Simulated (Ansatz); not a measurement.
Input and command of a calculation in Ansatz (plane waves; scalar-relativistic PAW potentials unless the input names others):

```yaml
crystal:
  lattice:
    - [0.0, 1.2518011, 1.30057257]
    - [1.34934404, 0.0, 1.30057257]
    - [1.34934404, 1.2518011, 0.0]
  atoms:
    - { symbol: Hf, position: [0.0, 0.0, 0.0] }
    - { symbol: "N", position: [0.75, 0.75, 0.75] }
basis:
  ecutwfc: 420
kpoints:
  mp_grid: { grid: [22, 22, 22] }
hamiltonian:
  xc: pbe
scf:
  occupations: { method: gaussian, width: 0.15 }
  max_iter: 80
output:
  forces: true
  eigenvalues: true
  stress: true
```

```bash
ansatz run input.yaml --threads 1 --pin off --max-ram 2560MiB --backend cpu --events-out ev --progress --plain --runs-dir out
```

Abridged log:
```
Pseudopotentials: kind: paw
Pseudopotential: Hf, paw, valence charge 26, recommended cutoff 420 eV (normal)
Pseudopotential: N, paw, valence charge 5, recommended cutoff 420 eV (normal)
Functional definition: PBE
Crystal: 2 atoms, lattice volume = 4.394 Å³
Basis set: ecut = 420 eV, 77 PW (Γ), exchange–correlation on 30×30×30 points (8 copies of the dense FFT grid, shifted against one another)
Bands: 20, of which v1, the nominal top of the filled ones, is band 16 counted from 1 (15 counted from 0)
Symmetry: 4 space group operations
Space group: F222 (ITA 22), of the structure as read, at distance tolerance 1.6e-5 Å
k-points: 1530 of 10648 (time reversal used)
Initial density: superposition of atomic densities (neutral atoms: chi_scale 0, normalization atom), corrected by the library's trained network
Initial wavefunctions: pseudopotential atomic-orbital guess
Functional: x = pbe(κ = 0.804, μ = 0.21951497), c = pbe(β = 0.06672455)
SCF iter   1: F=—  HF=-16462.665760 eV  |F-HF|=—  |Δ(HF+E_count)|=         —  Δρ=8.07e0  dr2=1.29e3  ethr=1.77e-3  ⟨swp⟩=23.3  Hψ=431597  notcnv=0  defer=46
SCF iter   2: F=—  HF=-16006.569770 eV  |F-HF|=—  |Δ(HF+E_count)|=    4.56e2  Δρ=2.91e0  dr2=1.33e2  ethr=1.77e-3  ⟨swp⟩=18.6  Hψ=359455  notcnv=0  defer=3497
SCF iter   3: F=—  HF=-16064.436113 eV  |F-HF|=—  |Δ(HF+E_count)|=    5.79e1  Δρ=1.75e0  dr2=6.13e1  ethr=1.77e-3  ⟨swp⟩=13.3  Hψ=261008  notcnv=0  defer=876
SCF iter   4: F=—  HF=-15897.726083 eV  |F-HF|=—  |Δ(HF+E_count)|=    1.67e2  Δρ=4.16e-1  dr2=2.43e0  ethr=1.77e-3  ⟨swp⟩=10.8  Hψ=223380  notcnv=0  defer=865
SCF iter   5: F=—  HF=-15898.561573 eV  |F-HF|=—  |Δ(HF+E_count)|=   8.35e-1  Δρ=3.13e-1  dr2=1.91e0  ethr=1.77e-3  ⟨swp⟩=11.7  Hψ=198852  notcnv=0  defer=1537
SCF iter   6: F=—  HF=-15891.627962 eV  |F-HF|=—  |Δ(HF+E_count)|=    6.93e0  Δρ=1.05e-1  dr2=2.19e-1  ethr=1.77e-3  ⟨swp⟩=8.5  Hψ=147306  notcnv=0  defer=1165
SCF iter   7: F=—  HF=-15890.639334 eV  |F-HF|=—  |Δ(HF+E_count)|=   9.89e-1  Δρ=3.06e-2  dr2=1.85e-2  ethr=7.06e-4  ⟨swp⟩=6.6  Hψ=121511  notcnv=0  defer=1118
SCF iter   8: F=—  HF=-15890.562894 eV  |F-HF|=—  |Δ(HF+E_count)|=   7.64e-2  Δρ=5.34e-3  dr2=5.56e-4  ethr=5.97e-5  ⟨swp⟩=5.0  Hψ=107089  notcnv=0  defer=744
SCF iter   9: F=—  HF=-15890.560818 eV  |F-HF|=—  |Δ(HF+E_count)|=   2.08e-3  Δρ=1.33e-3  dr2=3.37e-5  ethr=1.79e-6  ⟨swp⟩=5.1  Hψ=97109  notcnv=0  defer=729
SCF iter  10: F=—  HF=-15890.560660 eV  |F-HF|=—  |Δ(HF+E_count)|=   1.58e-4  Δρ=2.77e-4  dr2=1.48e-6  ethr=1.09e-7  ⟨swp⟩=5.1  Hψ=98978  notcnv=0  defer=727
SCF iter  11: F=—  HF=-15890.560656 eV  |F-HF|=—  |Δ(HF+E_count)|=   4.08e-6  Δρ=2.49e-5  dr2=1.20e-8  ethr=3.23e-10  ⟨swp⟩=21.2  Hψ=459848  notcnv=0
SCF iter  12: F=-15890.560656 eV  HF=-15890.560656 eV  |F-HF|=5.86e-10  |Δ(HF+E_count)|=   1.05e-7  Δρ=2.82e-6  dr2=1.43e-10  ethr=3.87e-11  ⟨swp⟩=11.3  Hψ=240494  notcnv=0
SCF 1 converged in 12 iterations: F = -15890.560656 eV  dr2 = 1.43e-10
  Residual-converged pass: ⟨swp⟩=1.0  Hψ=36783  notcnv=0  max |occ|·‖R‖ = 4.7e-6 eV (tolerance 6.7e-6 eV) dr2=1.43e-10  dr2_onsite=5.02e-10  max |Δocc| = 1.7e-12
SCF converged after 12 iterations
Free energy (F): -15890.560656 eV
Harris-Foulkes:  -15890.560656 eV  (|F-HF|=5.86e-10)
Internal energy: -15890.557414 eV  (E = F + TS)
E sigma→0 (E₀):  -15890.559035 eV
Entropy (-TS):   -0.003241 eV (-1.621 meV/atom)
Fermi energy:    122.036271 eV
--- Forces (eV/Å), atoms counted from 1 ---
  atom   1  Hf     0.00000000     0.00000000     0.00000000
  atom   2  N      0.00000000     0.00000000     0.00000000
--- Stress (GPa, compression-positive) ---
    15115.195706       0.000000       0.000000
        0.000000   14267.286287       0.000000
        0.000000       0.000000   14797.584159
  P = ⅓ Tr σ = 14726.6887 GPa (147266.887 kbar)
```

Task: The run was meant for a cell not far from equilibrium. What is wrong with this input?

Result: The fault is a lattice far too small (lattice vectors times 0.529). Setting it back cures it. The run converged all the same, with an energy at zero smearing 108.8 eV/atom above the reference's, pressure 14726.69 GPa, largest force 0.000 eV/Å, no gap on the mesh, so convergence alone doesn't show that an input is right. A reference run of the cell with lattice vectors 0.0000 2.3656 2.4577; 2.5499 0.0000 2.4577; 2.5499 2.3656 0.0000 Å and the atoms in their places converged with pressure 0.09 GPa, largest force 0.000 eV/Å, no gap on the mesh.

Time: 91 s on 1 thread of Arm Neoverse V2 (shared host), peak memory 0.55 GiB.